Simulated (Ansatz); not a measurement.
## ReS2 monolayer (2H): from the cell to its phonons

How does ReS2 monolayer (2H) vibrate, and is this structure a minimum?

Main program and level: Ansatz 0.2.0; DFT PBE, scalar-relativistic, plane waves, PAW.

### Step 1. Starting point

The cell holds 3 atoms: 1 Re and 2 S. Cell: a = 3.170 Å, b = 3.170 Å, c = 20.000 Å, α = 90.0°, β = 90.0°, γ = 120.0°. Vacuum lies along c.

### Step 2. Relaxation

The cell and atoms are relaxed, since residual forces and stress would shift the frequencies.

The program solves this slab on a cell height of its own, 30.0 Å, in place of the one typed.

input.yaml

```yaml
crystal:
  lattice:
    - [3.17, 0.0, 0.0]
    - [-1.585, 2.7453, 0.0]
    - [0.0, 0.0, 20.0]
  atoms:
    - { symbol: Re, position: [0.333333, 0.666667, 0.5] }
    - { symbol: S, position: [0.666667, 0.333333, 0.5775] }
    - { symbol: S, position: [0.666667, 0.333333, 0.4225] }
  periodic: [true, true, false]
kpoints:
  mp_grid: { grid: [15, 15, 1] }
hamiltonian:
  xc: pbe
scf:
  occupations: { method: gaussian, width: 0.1 }
output:
  forces: true
  stress: true
  eigenvalues: true
  write_density: true
  write_potential: true
  elf: true
  volumetric_format: npy
relax:
  adjacent_minimum: "off"
  f_tol: 0.005
  max_steps: 80
  cell: { stress_2d_tol: 0.02 }
```

Started as:

```sh
ansatz run input.yaml --threads 8 --pin off --max-ram 14336MiB --backend cpu --events-out ev --progress --plain --runs-dir out
```

Numbers of over 12 decimals in the logs are rounded to 6 here.

The log of the run:

```text
Warning: crystal.periodic: the lattice vector that does not repeat stood 0.000° off the slab's normal, 20.000 Å along it as the deck builds it. The run solves the slab on a vector along the normal, 30.000 Å long, with every atom where it was (on the deck's vector they left 16.90 Å outside them, and the widest stretch free of ions among them is 1.55 Å). A fractional position that the run reports is one of the run's ce [...]
Warning: the atoms were moved onto the symmetric positions of the space group found under crystal.symmetry.tolerance 1.0e-5 (fractional; no operation is sought that the atoms, as they stand in a round, miss by more than twice it, and no atom is moved by as much as it), and the run uses the moved positions. Before a round's move an operation carried an atom to 4.23e-6 Å from where it should land, the largest such dist [...]
crystal.periodic: the lattice vector that does not repeat stood 0.000° off the slab's normal, 20.000 Å along it as the deck builds it. The run solves the slab on a vector along the normal, 30.000 Å long, with every atom where it was (on the deck's vector they left 16.90 Å outside them, and the widest stretch free of ions among them is 1.55 Å). A fractional position that the run reports is one of the run's cell, which [...]
Engine: ansatz 0.2.0, aarch64-unknown-linux-gnu
Pseudopotentials: kind: paw
Pseudopotential: Re, paw, valence charge 15, recommended cutoff 420 eV (normal), Re.paw.azcp
Pseudopotential: S, paw, valence charge 6, recommended cutoff 420 eV (normal), S.paw.azcp
Functional definition: PBE
  parameter kappa = 0.804
  parameter beta = 0.066725
  exchange = pbe_x(kappa = kappa, mu = beta*pi^2/3)
  correlation = pbe_c(beta = beta)
Crystal: 3 atoms, lattice volume = 261.078 Å³
Basis set: ecut = 420 eV, 5057 PW (Γ), exchange–correlation on 48×48×432 points (8 copies of the dense FFT grid, shifted against one another)
Bands: 18, of which v1, the nominal top of the filled ones, is band 14 counted from 1 (13 counted from 0)
Symmetry: 12 space group operations
Space group: P-6m2 (ITA 187), of the structure as read, at distance tolerance 6.4e-5 Å
k-points: 27 of 225 (time reversal used)
Non-local potential: Re, projectors of the file, l = 0: 3, l = 1: 2, l = 2: 2, l = 3: 1
Non-local potential: S, projectors of the file, l = 0: 2, l = 1: 2, l = 2: 2
PAW form: soft (Blöchl's): semilocal exchange-correlation on the pseudo side does not see the compensation charge
PAW one-centre angular grid: Re, 590 points (default); XC on 64 Gauss nodes
PAW one-centre angular grid: S, 110 points (default); XC on 64 Gauss nodes
Initial density: superposition of atomic densities (neutral atoms: chi_scale 0, normalization atom), corrected by the library's trained network
Initial wavefunctions: pseudopotential atomic-orbital guess
Functional: x = pbe(κ = 0.804, μ = 0.219515), c = pbe(β = 0.066725)
SCF iter   1: F=—  HF=-12672.912553 eV  |F-HF|=—  |Δ(HF+E_count)|=         —  Δρ=3.55e-3  dr2=1.99e-2  ethr=1.77e-3  ⟨swp⟩=14.1  Hψ=4699  notcnv=0
preconditioner: auto → LDOS  [metal: Δε(μ)=0.023 eV  Ē_g=8.787 eV  σ=0.100 eV  W_gap=0.13  n_scr=16 (ndim 8)  ℏωp=10.0 eV  f_vac=0.764  D(μ)=5.09/eV (n_scr^D=16)  β→1.0]
SCF iter   2: F=—  HF=-12672.919711 eV  |F-HF|=—  |Δ(HF+E_count)|=   7.16e-3  Δρ=1.26e-3  dr2=6.20e-3  ethr=7.36e-5  ⟨swp⟩=3.5  Hψ=1495  notcnv=0  defer=2
SCF iter   3: F=—  HF=-12672.918701 eV  |F-HF|=—  |Δ(HF+E_count)|=   1.01e-3  Δρ=4.59e-4  dr2=7.18e-4  ethr=2.30e-5  ⟨swp⟩=2.9  Hψ=985  notcnv=0  defer=2
SCF iter   4: F=—  HF=-12672.918669 eV  |F-HF|=—  |Δ(HF+E_count)|=   3.26e-5  Δρ=1.71e-4  dr2=1.10e-4  ethr=2.66e-6  ⟨swp⟩=3.3  Hψ=1051  notcnv=0  defer=2
SCF iter   5: F=—  HF=-12672.918689 eV  |F-HF|=—  |Δ(HF+E_count)|=   2.04e-5  Δρ=8.34e-5  dr2=2.44e-5  ethr=4.06e-7  ⟨swp⟩=2.5  Hψ=841  notcnv=0  defer=2
SCF iter   6: F=—  HF=-12672.918732 eV  |F-HF|=—  |Δ(HF+E_count)|=   4.29e-5  Δρ=2.00e-5  dr2=2.37e-6  ethr=9.03e-8  ⟨swp⟩=2.6  Hψ=763  notcnv=0  defer=2
SCF iter   7: F=—  HF=-12672.918733 eV  |F-HF|=—  |Δ(HF+E_count)|=   1.34e-6  Δρ=5.50e-6  dr2=1.98e-7  ethr=8.76e-9  ⟨swp⟩=3.2  Hψ=1013  notcnv=0  defer=2
SCF iter   8: F=-12672.918733 eV  HF=-12672.918733 eV  |F-HF|=4.78e-9  |Δ(HF+E_count)|=   1.19e-7  Δρ=2.10e-6  dr2=2.58e-8  ethr=3.70e-10  ⟨swp⟩=21.3  Hψ=6046  notcnv=0
SCF 1 converged in 8 iterations: F = -12672.918733 eV  dr2 = 2.58e-8
  greatest PAW one-centre occupation: 1.000 electrons in one spin orbital (limit 2), on the Re atom at site 0 (counted from 0), in its partial waves of l = 0
relax step   1: F+E_penalty+E_count = -12672.91873326 eV  Δ(F+E_penalty+E_count) = +0.000e0 eV  max|allowed force component| = 8.888e-2 eV/Å  Δτ_max = 0.0000 Å  P = +1.430 N/m  Ω = 261.078 Å³  fix = [c, alpha, beta]  reactions: c +0.000 N/m  (8 SCF iters, dr2 threshold 1.00e-7 eV, accepted)
Crystal: 3 atoms, lattice volume = 266.067 Å³
Basis set: ecut = 420 eV, 5285 PW (Γ), exchange–correlation on 48×48×432 points (8 copies of the dense FFT grid, shifted against one another)
Initial density: handed on by an earlier stage of this run
Initial wavefunctions: those handed on with the density
iter 1 solved again at ethr=2.24e-5 eV; its pass at ethr=3.10e-3 eV (dr2=6.04e-3 eV) is discarded
SCF iter   1: F=—  HF=-12672.931170 eV  |F-HF|=—  |Δ(HF+E_count)|=         —  Δρ=1.20e-3  dr2=6.49e-3  ethr=2.24e-5  ⟨swp⟩=3.3  Hψ=4307  notcnv=0
preconditioner: auto → LDOS  [metal: Δε(μ)=0.022 eV  Ē_g=8.760 eV  σ=0.100 eV  W_gap=0.12  n_scr=16 (ndim 8)  ℏωp=9.9 eV  f_vac=0.767  D(μ)=5.55/eV (n_scr^D=18)  β→1.0]
SCF iter   2: F=—  HF=-12672.930425 eV  |F-HF|=—  |Δ(HF+E_count)|=   7.45e-4  Δρ=6.00e-4  dr2=2.49e-3  ethr=2.24e-5  ⟨swp⟩=1.7  Hψ=537  notcnv=0
SCF iter   3: F=—  HF=-12672.930344 eV  |F-HF|=—  |Δ(HF+E_count)|=   8.07e-5  Δρ=2.89e-4  dr2=3.00e-4  ethr=9.23e-6  ⟨swp⟩=2.0  Hψ=578  notcnv=0
SCF iter   4: F=—  HF=-12672.930409 eV  |F-HF|=—  |Δ(HF+E_count)|=   6.47e-5  Δρ=9.31e-5  dr2=2.20e-5  ethr=1.11e-6  ⟨swp⟩=3.5  Hψ=1044  notcnv=0
SCF iter   5: F=—  HF=-12672.930407 eV  |F-HF|=—  |Δ(HF+E_count)|=   1.42e-6  Δρ=2.20e-5  dr2=1.67e-6  ethr=8.16e-8  ⟨swp⟩=3.4  Hψ=1030  notcnv=0
SCF iter   6: F=-12672.930408 eV  HF=-12672.930408 eV  |F-HF|=3.50e-7  |Δ(HF+E_count)|=   6.39e-7  Δρ=7.56e-6  dr2=1.57e-7  ethr=1.11e-9  ⟨swp⟩=22.7  Hψ=6318  notcnv=0
SCF 2 converged in 6 iterations: F = -12672.930408 eV  dr2 = 1.57e-7
relax step   2: F+E_penalty+E_count = -12672.93040830 eV  Δ(F+E_penalty+E_count) = -1.168e-2 eV  max|allowed force component| = 1.970e-1 eV/Å  Δτ_max = 0.0092 Å  P = +0.680 N/m  Ω = 266.067 Å³  energy of the carried Pulay correction = -3.033e-4 eV  fix = [c, alpha, beta]  reactions: c +0.000 N/m  (6 SCF iters, dr2 threshold 3.00e-7 eV, accepted)
Crystal: 3 atoms, lattice volume = 292.577 Å³
Basis set: ecut = 420 eV, 5801 PW (Γ), exchange–correlation on 48×48×432 points (8 copies of the dense FFT grid, shifted against one another)
iter 1 solved again at ethr=2.88e-4 eV; its pass at ethr=3.10e-3 eV (dr2=7.79e-2 eV) is discarded
SCF iter   1: F=—  HF=-12672.992253 eV  |F-HF|=—  |Δ(HF+E_count)|=         —  Δρ=5.09e-3  dr2=7.87e-2  ethr=2.88e-4  ⟨swp⟩=1.7  Hψ=4538  notcnv=0
preconditioner: auto → LDOS  [metal: Δε(μ)=0.054 eV  Ē_g=8.520 eV  σ=0.100 eV  W_gap=0.29  n_scr=16 (ndim 8)  ℏωp=9.5 eV  f_vac=0.777  D(μ)=1.99/eV (n_scr^D=10)  β→1.0]
SCF iter   2: F=—  HF=-12672.984886 eV  |F-HF|=—  |Δ(HF+E_count)|=   7.37e-3  Δρ=2.89e-3  dr2=2.41e-2  ethr=2.88e-4  ⟨swp⟩=3.0  Hψ=1036  notcnv=0
SCF iter   3: F=—  HF=-12672.978841 eV  |F-HF|=—  |Δ(HF+E_count)|=   6.04e-3  Δρ=9.22e-4  dr2=3.59e-3  ethr=8.91e-5  ⟨swp⟩=3.3  Hψ=1215  notcnv=0  defer=2
SCF iter   4: F=—  HF=-12672.978231 eV  |F-HF|=—  |Δ(HF+E_count)|=   6.10e-4  Δρ=2.80e-4  dr2=3.22e-4  ethr=1.33e-5  ⟨swp⟩=3.0  Hψ=953  notcnv=0  defer=3
SCF iter   5: F=—  HF=-12672.978192 eV  |F-HF|=—  |Δ(HF+E_count)|=   3.88e-5  Δρ=5.97e-5  dr2=1.33e-5  ethr=1.19e-6  ⟨swp⟩=3.2  Hψ=951  notcnv=0  defer=3
SCF iter   6: F=—  HF=-12672.978066 eV  |F-HF|=—  |Δ(HF+E_count)|=   1.26e-4  Δρ=1.48e-5  dr2=6.11e-7  ethr=4.94e-8  ⟨swp⟩=3.4  Hψ=1082  notcnv=0  defer=3
SCF iter   7: F=-12672.978067 eV  HF=-12672.978067 eV  |F-HF|=1.87e-7  |Δ(HF+E_count)|=   7.33e-7  Δρ=3.11e-6  dr2=1.25e-8  ethr=1.11e-9  ⟨swp⟩=21.3  Hψ=6137  notcnv=0
SCF 3 converged in 7 iterations: F = -12672.978067 eV  dr2 = 1.25e-8
relax step   3: F+E_penalty+E_count = -12672.97806718 eV  Δ(F+E_penalty+E_count) = -4.766e-2 eV  max|allowed force component| = 3.897e-1 eV/Å  Δτ_max = 0.0919 Å  P = -2.804 N/m  Ω = 292.577 Å³  energy of the carried Pulay correction = -1.824e-3 eV  fix = [c, alpha, beta]  reactions: c -0.000 N/m  (7 SCF iters, dr2 threshold 3.00e-7 eV, accepted)
[...]
relax step   4: F+E_penalty+E_count = -12672.99297079 eV  Δ(F+E_penalty+E_count) = -1.490e-2 eV  max|allowed force component| = 3.484e-1 eV/Å  Δτ_max = 0.0167 Å  P = +1.834 N/m  Ω = 281.514 Å³  energy of the carried Pulay correction = -1.207e-3 eV  fix = [c, alpha, beta]  reactions: c +0.000 N/m  (6 SCF iters, dr2 threshold 3.00e-7 eV, accepted)
[...]
relax step   5: F+E_penalty+E_count = -12673.00313137 eV  Δ(F+E_penalty+E_count) = -1.016e-2 eV  max|allowed force component| = 7.419e-3 eV/Å  Δτ_max = 0.0093 Å  P = -0.069 N/m  Ω = 285.444 Å³  energy of the carried Pulay correction = -1.429e-3 eV  fix = [c, alpha, beta]  reactions: c -0.000 N/m  (6 SCF iters, dr2 threshold 3.00e-7 eV, accepted)
[...]
relax step   6: F+E_penalty+E_count = -12673.00317616 eV  Δ(F+E_penalty+E_count) = -4.480e-5 eV  max|allowed force component| = 9.789e-3 eV/Å  Δτ_max = 0.0020 Å  P = +0.016 N/m  Ω = 285.000 Å³  energy of the carried Pulay correction = -1.404e-3 eV  fix = [c, alpha, beta]  reactions: c +0.000 N/m  (5 SCF iters, dr2 threshold 7.00e-9 eV, accepted)
[...]
relax step   7: F+E_penalty+E_count = -12673.00317954 eV  Δ(F+E_penalty+E_count) = -3.377e-6 eV  max|allowed force component| = 1.199e-4 eV/Å  Δτ_max = 0.0008 Å  P = +0.001 N/m  Ω = 285.130 Å³  energy of the carried Pulay correction = -1.411e-3 eV  fix = [c, alpha, beta]  reactions: c +0.000 N/m  (4 SCF iters, dr2 threshold 5.99e-9 eV, accepted)
Initial wavefunctions: pseudopotential atomic-orbital guess (no wavefunctions were taken with the density)
iter 1 solved again at ethr=2.19e-7 eV; its pass at ethr=3.10e-3 eV (dr2=5.92e-5 eV) is discarded
SCF iter   1: F=—  HF=-12673.004858 eV  |F-HF|=—  |Δ(HF+E_count)|=         —  Δρ=7.66e-5  dr2=2.11e-6  ethr=2.19e-7  ⟨swp⟩=6.1  Hψ=7025  notcnv=0
SCF iter   2: F=—  HF=-12673.004813 eV  |F-HF|=—  |Δ(HF+E_count)|=   4.49e-5  Δρ=1.10e-5  dr2=1.43e-7  ethr=7.82e-9  ⟨swp⟩=3.3  Hψ=1058  notcnv=0
SCF iter   3: F=—  HF=-12673.004813 eV  |F-HF|=—  |Δ(HF+E_count)|=   1.02e-7  Δρ=2.76e-6  dr2=2.29e-8  ethr=5.28e-10  ⟨swp⟩=3.4  Hψ=1058  notcnv=0
SCF iter   4: F=—  HF=-12673.004813 eV  |F-HF|=—  |Δ(HF+E_count)|=   4.84e-8  Δρ=8.19e-7  dr2=1.95e-9  ethr=8.47e-11  ⟨swp⟩=3.4  Hψ=1154  notcnv=0
SCF iter   5: F=—  HF=-12673.004813 eV  |F-HF|=—  |Δ(HF+E_count)|=   1.15e-8  Δρ=1.73e-7  dr2=5.97e-11  ethr=7.21e-12  ⟨swp⟩=3.0  Hψ=933  notcnv=0
SCF iter   6: F=—  HF=-12673.004813 eV  |F-HF|=—  |Δ(HF+E_count)|=   2.59e-9  Δρ=3.52e-8  dr2=4.83e-12  ethr=1.00e-12  ⟨swp⟩=2.5  Hψ=846  notcnv=0
SCF iter   7: F=-12673.004813 eV  HF=-12673.004813 eV  |F-HF|=2.18e-11  |Δ(HF+E_count)|=  3.51e-10  Δρ=9.67e-9  dr2=1.55e-13  ethr=1.00e-12  ⟨swp⟩=14.0  Hψ=3751  notcnv=0
SCF 8 converged in 7 iterations: F = -12673.004813 eV  dr2 = 1.55e-13
relax step   8: F+E_penalty+E_count = -12673.00481307 eV  Δ(F+E_penalty+E_count) = -1.634e-3 eV  max|allowed force component| = 6.742e-4 eV/Å  Δτ_max = 0.0000 Å  P = +0.014 N/m  Ω = 285.130 Å³  fix = [c, alpha, beta]  reactions: c +0.000 N/m  stress off target by 1.37e-2 N/m on what of the cell is left free  SCF on the basis re-selected at this cell (its energy is not comparable with the rows above)  (7 SCF iters)
basis re-selected at this cell: Δ(F+E_penalty+E_count) = -1.634e-3 eV, ΔP = +0.012 N/m vs the last step (what re-selecting the basis moved, of the pressure what is left beyond the Pulay correction that the steps carried, after the strain that the cell walked since its last selection, with what the two solves' SCF thresholds leave and, on support functions, any second-order correction that the steps lacked; it is no m [...]
SCF converged after 7 iterations
Free energy (F): -12673.004813 eV
Harris-Foulkes:  -12673.004813 eV  (|F-HF|=2.18e-11)
Internal energy: -12672.993214 eV  (E = F + TS)
E sigma→0 (E₀):  -12672.999014 eV
Entropy (-TS):   -0.011599 eV (-3.866 meV/atom)
Fermi energy:    -4.099361 eV
--- Per-component energies (eV) ---
  E_band       = -662.093729
  E_kinetic    = 753.996148
  E_local      = -44771.254646  (includes V_loc(G=0)·N_el)
  E_nonlocal   = 107.455089
  E_hartree    = 21939.232113
  E_xc         = -596.863946
  E_vxc        = -477.314864  (∫ρ·V_xc dr)
  E_paw        = -9859.960823  (= ΣΔE_a)
  E_vpaw       = -153.439640  (= ΣTr[D̂ρ^β])
  E_aug_tail   = -0.000074  (compensation charges beyond the density's cutoff)
  E_ewald      = 19754.402924
  E_smearing   = -0.011599  (= −TS)
  E_closure    = 0.000000  (closes the sum)
  Σ components = -12673.004813   (vs F -12673.004813, Δ=0.00e0)
--- Forces (eV/Å), atoms counted from 1 ---
  atom   1  Re     0.00000000    -0.00000000     0.00000000
  atom   2  S      0.00000000    -0.00000000    -0.00067423
  atom   3  S      0.00000000    -0.00000000     0.00067423
  max |Σ_I F_I| component: 1.25e-16 eV/Å
--- 2D stress c σ (N/m, compression-positive) ---
        0.013655       0.000000      -0.000000
        0.000000       0.013655       0.000000
       -0.000000       0.000000       0.000000
  P = ½ c Tr σ = 0.0137 N/m
--- Band table (eV; the first three rows and the last of 27) ---
  k-point 0: bands = [... 10 lower, -8.2389, -7.1858, -5.5933, -3.4879, -3.4879, -2.9516, -2.9516, -1.2367]
  k-point 1: bands = [... 10 lower, -8.3305, -7.0518, -5.6725, -3.5634, -3.3629, -3.0824, -3.0320, -0.9602]
  k-point 2: bands = [... 10 lower, -8.5669, -6.8846, -5.9258, -3.6423, -3.3200, -3.2420, -3.0363, -0.3720]
  k-point 26: bands = [... 10 lower, -8.8781, -7.7595, -6.3571, -5.3165, -2.5746, -2.3778, -1.3530, 0.7352]
--- Relaxed structure (7 steps of the walk, 7 accepted, 1 SCFs on fresh bases) ---
  F+E_penalty+E_count = -12673.00481307 eV   max|allowed force component| = 6.742e-4 eV/Å   (the final SCF, on the basis selected at the relaxed cell)
  cell:  # Å, volume = 285.1298 Å³
    - [3.312801, 0.0, 0]
    - [-1.656401, 2.868970, 0]
    - [0, 0, 30.0]
  atoms:
    - { symbol: Re, position: [0.333333, 0.666667, 0.333333] }
    - { symbol: S, position: [0.666667, 0.333333, 0.381420] }
    - { symbol: S, position: [0.666667, 0.333333, 0.285246] }
```

Wall time 16 s (8 threads of Arm Neoverse V2, shared host); peak memory 0.75 GiB; 1.9 min of CPU time.

Step by step:

```csv
step,energy less that of the first step (eV),largest force component (eV/Å),volume (Å³)
1,0.0000,0.0889,261.08
2,-0.0117,0.1970,266.07
3,-0.0593,0.3897,292.58
4,-0.0742,0.3484,281.51
5,-0.0844,0.0074,285.44
6,-0.0844,0.0098,285.00
7,-0.0844,0.0001,285.13
8*,-0.0861,0.0007,285.13
```

Relaxation steps marked * repeat the geometry before them on a plane-wave basis chosen anew for their cell, so energy and pressure can jump there.

The run keeps the 12 symmetry operations that it works with, so distortions that break them were not tested.

```csv
cell as run,before,after,change
a (Å),3.170,3.313,+4.5 %
b (Å),3.170,3.313,+4.5 %
```

The atoms that moved most (Å, along periodic axes as changes of fractional coordinates times the final cell, across vacuum about the mean position):

```csv
atom,dx,dy,dz,length
S3,0.000,0.000,0.107,0.107
S2,0.000,0.000,-0.107,0.107
```

The relaxed structure:

```xyz
3
Lattice="3.3128 0.0000 0.0000 -1.6564 2.8690 0.0000 0.0000 0.0000 30.0000" Properties=species:S:1:pos:R:3
Re    0.0000    1.9126   10.0000
S     1.6564    0.9563   11.4426
S     1.6564    0.9563    8.5574
```

Numbers from this step:

* gap on the k-mesh: 0 eV
* area per atom: 3.168 Å²

Electrostatic potential energy in the ac plane at fractional y = 0.333, with atoms of S within 0.2 Å of it. With pseudopotentials it is smooth inside the atoms' cores, unlike the true potential.

Ten even steps from '_' (-30 eV) to '@' (0 eV), each cell a mean:
```
@@@@@@@@@@@@@@@@@@@@@@@@@@@@@@@@@@
@@@@@@@@@@@@@@@@@@@@@@@@@@@@@@@@@@
@@@@@@@@@@@@@@@@@@@@@@@@@@@@@@@@@@
@@@@@@@@@@@@@@@@@@@@@@@@@@@@@@@@@@
@@@@@@@@@@@@@@@@@@@@@@@@@@@@@@@@@@
@@@@@@@@@@@@@@@@@@@@@@@@@@@@@@@@@@
@@@@@@@@@@@@@@@@@@@@@@@@@@@@@@@@@@
@@@@@@@@@@@@@@@@@@@@@@@@@@@@@@@@@@
@@@@@@@@@@@@@@@@@@@@@@@@@@@@@@@@@@
@@@@@@@@@@@@@@@@@@@@@@@@@@@@@@@@@@
@@@@@@@@@@@@@@@@@@@@@@@@@@@@@@@@@@
@@@@@@@@@@@@@@@@@@@@@@@@@@@@@@@@@@
@@@@@@@@@@@@@@@@@@@@@@@@@@@@@@@@@@
@@@@@@@@@@@@@@@@@@@@@@@@@@@@@@@@@@
%%%%@@@@@@%%##++..__________..::**
**++++==++******++====----====****
****************==--::::::::--==**
%%@@@@@@@@%%%%**--::........::==##
@@@@@@@@@@@@@@@@@@@@@@@@@@@@@@@@@@
@@@@@@@@@@@@@@@@@@@@@@@@@@@@@@@@@@
@@@@@@@@@@@@@@@@@@@@@@@@@@@@@@@@@@
@@@@@@@@@@@@@@@@@@@@@@@@@@@@@@@@@@
@@@@@@@@@@@@@@@@@@@@@@@@@@@@@@@@@@
@@@@@@@@@@@@@@@@@@@@@@@@@@@@@@@@@@
```
Columns run along a (3.3 Å; values clipped at the 3rd and 97th percentile), rows up along c (30.0 Å). Atoms in or near the plane, at fractional coordinates: S at (0.67, 0.38), S at (0.67, 0.29).

Valence density in the ac plane at fractional y = 0.333, with atoms of S within 0.2 Å of it. It is the smooth field of the valence electrons, not physical close to the nuclei.

Ten even steps from '0' (0.00 × 1e-1 e/Å³) to '9' (9.50 × 1e-1 e/Å³), each cell a mean:
```
00000000000000000
00000000000000000
00000000000000000
00000000000000000
00000000000000000
00000000000000000
00000000000000000
00000000000000000
00000000000000000
00000000000000000
00000000000000000
00000000000000000
00000000000000000
00000000011111000
21111235899779974
44555445666666654
44444445787677865
21000124788778863
00000000000000000
00000000000000000
00000000000000000
00000000000000000
00000000000000000
00000000000000000
```
Columns run along a (3.3 Å), rows up along c (30.0 Å). Atoms in or near the plane, at fractional coordinates: S at (0.67, 0.38), S at (0.67, 0.29).

ELF in the ac plane at fractional y = 0.333, with atoms of S within 0.2 Å of it. It is the smooth field of the valence electrons, not physical close to the nuclei.

Ten even steps from '_' (0.00) to '@' (0.85), each cell a mean:
```
__________________________________
__________________________________
__________________________________
__________________________________
__________________________________
__________________________________
__________________________________
__________________________________
__________________________________
__________________________________
__________________________________
__________________________________
____________________........______
::________..--++##%%%%@@@@%%##**==
##--....::++%%@@@@%%**++++##@@@@@@
==--::::::--==++****++====++****++
==--::::::--++**####++====**####**
**--..__..==##@@@@@@%%####%%@@@@@@
..__________::==++**########**++--
__________________________________
__________________________________
__________________________________
__________________________________
__________________________________
```
Columns run along a (3.3 Å), rows up along c (30.0 Å). Atoms in or near the plane, at fractional coordinates: S at (0.67, 0.38), S at (0.67, 0.29).

(Continued in part 2 of 3.)

[Logs are printed without paths, hosts, clocks, repeated set-up lines and the standing remarks that a program may print on its own settings, such as how far it seeks lower states.]

[Hosts, paths, dates, database ids (printed as entryN), source tags and the programs' standing remarks are cut or masked in the printed files.]
